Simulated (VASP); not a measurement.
BaS in VASP 6.6.1, relaxation

INCAR

```
ISMEAR = -1
ENCUT = 600
LWAVE = .FALSE.
ISYM = 3
SIGMA = 0.02
NBANDS = 15
ISIF = 3
LREAL = .FALSE.
NELM = 87
EDIFFG = -5E-3
IBRION = 2
LASPH = .TRUE.
GGA = PS
LCHARG = .FALSE.
PREC = Accurate
EDIFF = 1E-7
NSW = 40
```

KPOINTS

```
KPOINTS created by Atomic Simulation Environment
0
Gamma
6 6 6
0 0 0
```

POSCAR

```
Ba S
 1.0000000000000000
    -0.0000000000000000    3.2147893013769591    3.2147893013769591
     3.2147893013769591    0.0000000000000000    3.2147893013769591
     3.2147893013769591    3.2147893013769591    0.0000000000000000
 Ba  S
   1   1
Cartesian
  0.0000000000000000 -0.0000000000000000  0.0000000000000000
  3.2147893013769586  3.2147893013769586  3.2147893013769586
```

The recommended PBE PAW datasets give the neutral cell 16 valence electrons.

Command

```
mpirun -np 1 vasp_std
```

OSZICAR

```
N       E                     dE             d eps       ncg     rms          rms(c)
DAV:   1     0.872152554778E+02    0.87215E+02   -0.74111E+03   480   0.104E+03
DAV:   2    -0.600204209580E+01   -0.93217E+02   -0.84592E+02   649   0.171E+02
DAV:   3    -0.110286375915E+02   -0.50266E+01   -0.49923E+01   649   0.435E+01
DAV:   4    -0.111469929928E+02   -0.11836E+00   -0.11834E+00   598   0.650E+00
DAV:   5    -0.111496068462E+02   -0.26139E-02   -0.26138E-02   642   0.814E-01
```

Standard output (part)

```
POSCAR found type information on POSCAR BaS
 POSCAR found :  2 types and       2 ions
 LDA part: xc-table for (Slater+PW92), standard interpolation
 POSCAR, INCAR and KPOINTS ok, starting setup
 WAVECAR not read
 entering main loop
|                     _     ____    _    _    _____     _                     |
|                    | |   | |_) | | |  | | | |  __    | |                    |
|                    |_|   |  _ <  | |  | | | | |_ |   |_|                    |
|                     _    | |_) | | |__| | | |__| |    _                     |
|     internal error in CHECK_FULL_KPOINTS: KPOINTS_FULL not properly         |
|     initialised                                                             |
|     If you are not a developer, you should not encounter this problem.      |
|     Please submit a bug report.                                             |
```

VASP stopped with an error.

The run took about 2.6 s on one core of a shared host (Intel Xeon 6975P-C) and held 0.16 GiB at most.
